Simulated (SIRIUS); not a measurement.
Crystal: Al.

```
Al
1.0
     0.00000    2.02481    2.02481
     2.02481    0.00000    2.02481
     2.02481    2.02481    0.00000
Al
1
Direct
  0.00000 0.00000 0.00000
```

* Program: SIRIUS 7.10.0
* Task: single point
* Functional: PBEsol
* Potentials or basis: PseudoDojo 0.4.1 PBEsol standard (scalar relativistic)
* Cutoff: 557 eV
* Density cutoff: 2229 eV
* k mesh: 11 × 11 × 11
* Occupations: fermi-dirac, width 0.05 eV
* Spin: no spin polarisation

On this cell: pressure -2.1 GPa; band gap on the k mesh none (metal or under the smearing width).

The same run follows on a disturbed copy (cell strained at random at fixed volume):

```
Al
1.0
     0.04789    1.96914    2.02685
     2.04326   -0.00835    2.08310
     2.04058    2.02271   -0.00568
Al
1
Direct
  0.00598 0.98688 0.02117
```

Question: What changes?

Answer: The energy (extrapolated to zero smearing) moves by +4.7 meV/atom; pressure -1.9 GPa; band gap on the k mesh none (metal or under the smearing width).

Stress tensor (GPa, compression positive):
```
-0.98 -0.73 -1.16
-0.73 -1.07  1.52
-1.16  1.52 -3.54
```
